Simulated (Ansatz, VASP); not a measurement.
## One calculation of Pt, two programs

```
Pt
1.0
     0.00000    1.99610    1.99610
     1.99610    0.00000    1.99610
     1.99610    1.99610    0.00000
Pt
1
Cartesian
  0.0000 0.0000 0.0000
```

Alike in both runs: functional RPBE; k mesh 14 × 14 × 14; occupations fermi-dirac, width 0.05 eV; collinear spin.

Ansatz relaxed the structure, and its values are those at the end. VASP's run is a single point on that final structure, the one shown.

|  | VASP | Ansatz |
| --- | --- | --- |
| version | VASP 6.6.1 | Ansatz 0.2.0 |
| potentials or method | VASP PAW PBE potentials, release 64 (Pt) | plane waves (420 eV) with PAW, scalar-relativistic |
| plane-wave cutoff (eV) | 520 | 420 |
| valence electrons in the cell | 10 | 18 |

```csv
,VASP,Ansatz,Ansatz less VASP
pressure (GPa),-0.5,0.0,+0.49
net moment per atom (μB),0.00,0.00,-0.002
```

The two sets of potentials don't hold the same shells in valence. Ansatz warned: «seeded_moment_not_kept».

Caveats: the PAW data sets were made with another functional, which shifts forces and pressure a little (VASP). The runs have no spin-orbit coupling, so splittings on Pt are missing.
